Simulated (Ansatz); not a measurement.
Ba in Ansatz: convergence with smearing width

Crystal: Ba.

```
Ba
1.0
     3.93497   -0.01251   -0.04771
    -0.01251    4.00632   -0.02375
    -0.04301   -0.02141    3.65939
Ba
1
Direct
  0.50183 0.49996 0.49256
```

The cell isn't the ideal one: cell strained at random at fixed volume.

* Program: Ansatz 0.2.0
* Task: convergence study
* Functional: r2SCAN
* Potentials or basis: Ansatz PAW
* Cutoff: 500 eV (not typed: the program's choice for these potentials)
* k mesh: 5 × 5 × 5
* Occupations: gaussian, width 0.3 eV
* Spin: no spin polarisation

These are the settings of the first run; the series varies smearing width, with any setting tied to it.

Hardware: 2 threads of Arm Neoverse V2, on a shared host.

**Question.** The values tried are 0.3 eV, 0.2 eV, 0.15 eV, 0.1 eV, 0.05 eV, 0.025 eV, 0.01 eV, 0.005 eV, loosest first. From which on does the pressure stay within 0.1 GPa of the tightest run that finished?

**Answer.** From 0.2 eV on.

```tsv
smearing width	energy less the tightest run, at zero smearing (meV/atom)	pressure (GPa)	SCF cycles	CPU time (s)	peak memory (GiB)
0.3 eV	5.69	0.49	6	5.9	0.43
0.2 eV	3.12	0.56	6	5.8	0.43
0.15 eV	1.84	0.60	6	5.8	0.43
0.1 eV	0.42	0.63	6	5.7	0.43
0.05 eV	0.00	0.64	6	5.7	0.43
0.025 eV	0.00	0.64	6	6	0.43
0.01 eV	0.00	0.64	6	6	0.43
0.005 eV	0.00	0.64	6	6	0.43
```

Against the tightest run, the energy stays within 1 meV/atom from 0.1 eV on. The tightest run that finished is the yardstick and may itself not be fully converged.

Caveat, for the tightest run too: the PAW data sets come from PBE, with cores solved anew for the run's functional, which leaves a small shift of forces and pressure.
